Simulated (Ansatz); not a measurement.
**Ionic part of the dielectric constant of BaTiO$_{3}$ at 8 GPa, mode by mode**

Level of theory: Ansatz, DFT PBE+U, scalar-relativistic, plane waves, PAW. Cutoff 420 eV, 8×8×8 k-points (Γ-centred), fixed occupations. U_eff = 4.0 eV on Ti d. No spin polarisation. Phonons by linear response, acoustic sum rule imposed.

Symmetry: Pm-3m, No. 221, cubic system. Conventional cell: a = 3.969 Å, b = 3.969 Å, c = 3.969 Å, α = 90.00°, β = 90.00°, γ = 90.00°. Ba (site symmetry m-3m) is surrounded by 12 O at 2.81 Å. Ti (site symmetry m-3m) is surrounded by 6 O at 1.98 Å. Around O (site symmetry 4/mmm) lie 2 Ti at 1.98 Å.

Spin–orbit coupling is left out, which matters for heavy elements. Other phases may be more stable at this pressure.

The primitive cell has V = 62.53 Å³ and ε∞,xx = 6.005. Each polar mode adds Δε = (4.92064×10⁷/V)·S/ν² along x, with S its oscillator strength in e²/amu, ν in cm⁻¹ and V in Å³.

Q: From these modes, find each Δε and ε0,xx.
```json
{"ν (cm⁻¹)": "86.4", "S_xx (e²/amu)": "3.151"}
{"ν (cm⁻¹)": "181.1", "S_xx (e²/amu)": "0.04123"}
{"ν (cm⁻¹)": "483.3", "S_xx (e²/amu)": "0.2135"}
```

A:
```
ν (cm⁻¹)      Δε
    86.4  331.94
   181.1    0.99
   483.3    0.72
```

The sum is 333.652, so ε0,xx = 339.66; the run's tensor has 339.69.

Q: Where do the longitudinal modes lie for a wave vector along x?

A: At 180, 456, 693 cm⁻¹. The Lyddane–Sachs–Teller product Π(ν_LO/ν_TO)² = 56.57 matches ε0/ε∞ = 56.57.

Symmetry holds off the tilts and polar distortions that many cubic perovskites undergo.

Cost: 1 run of about 17 core-minutes, on Arm Neoverse V1 (shared hosts).

The static permittivity is almost entirely the work of the 86.4 cm⁻¹ mode, which contributes 331.94 of the ionic sum of 333.652. It combines the largest oscillator strength with the lowest frequency, and the inverse-square dependence amplifies the latter. This is the expected signature of the ferroelectric soft mode, in which Ti–O hybridisation gives large dynamical charges and long-range dipolar forces nearly cancel the short-range restoring forces.

The longitudinal mode at 180 cm⁻¹ should not be read as the soft mode's partner. It lies next to the weakly polar transverse mode at 181.1 cm⁻¹, while most of the soft mode's polar character probably passes to the one at 693 cm⁻¹, as is typical of this perovskite.

The real soft-mode frequency fits the known suppression of ferroelectricity by pressure, though the U on Ti d may also contribute by weakening the hybridisation. With the mode this soft, anharmonic and quantum fluctuations could shift the permittivity considerably, so the harmonic value is no prediction for a given temperature.
